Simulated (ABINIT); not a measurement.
Crystal: BN.

```
N B
1.0
     2.49824    0.00000    0.00000
    -1.24912    2.16354    0.00000
     0.00000    0.00000    6.63570
N B
2 2
Direct
  0.66667 0.33333 0.25000
  0.33333 0.66667 0.75000
  0.66667 0.33333 0.75000
  0.33333 0.66667 0.25000
```

| Quantity | Value |
| --- | --- |
| Program | ABINIT 10.8.3 (patched build) |
| Task | single point |
| Functional | PBE |
| Potentials or basis | JTH PAW PBE v2.0 |
| Cutoff | 707 eV |
| k mesh | 12 × 12 × 4 |
| Occupations | fermi-dirac, width 0.05 eV |
| Spin | no spin polarisation |

On this cell: pressure 5.3 GPa; largest force under 0.003 eV/Å; band gap on the k mesh 4.28 eV, indirect (least direct gap 4.65 eV).

The same run follows on a disturbed copy (atoms moved at random, drawn with an rms of 0.05 Å):

```
CELL_PARAMETERS angstrom
2.49824 0.00000 0.00000
-1.24912 2.16354 0.00000
0.00000 0.00000 6.63570
ATOMIC_POSITIONS crystal
N 0.65978 0.32072 0.25176
N 0.33328 0.66572 0.74975
B 0.67884 0.34630 0.75184
B 0.33653 0.66438 0.24775
```

**Question.** What does the disturbed cell give?

**Answer.** The energy moves by +10.7 meV/atom; pressure 5.6 GPa; largest force 1.390 eV/Å; band gap on the k mesh 4.21 eV, indirect (least direct gap 4.62 eV).

Forces in eV/Å, atoms in the order of the input:
```
N    0.484  0.972 -0.360
N    0.613  1.229  0.204
B   -0.612 -1.231 -0.205
B   -0.485 -0.970  0.361
```

Stress tensor (GPa, compression positive):
```
7.28 0.16 0.02
0.16 6.54 0.03
0.02 0.03 3.09
```

Caveats: the atomic spheres overlap; this functional lacks dispersion, which binds the layers, so the pressure and a relaxed spacing across them are unreliable (some runs).

A k mesh can miss the band edges.
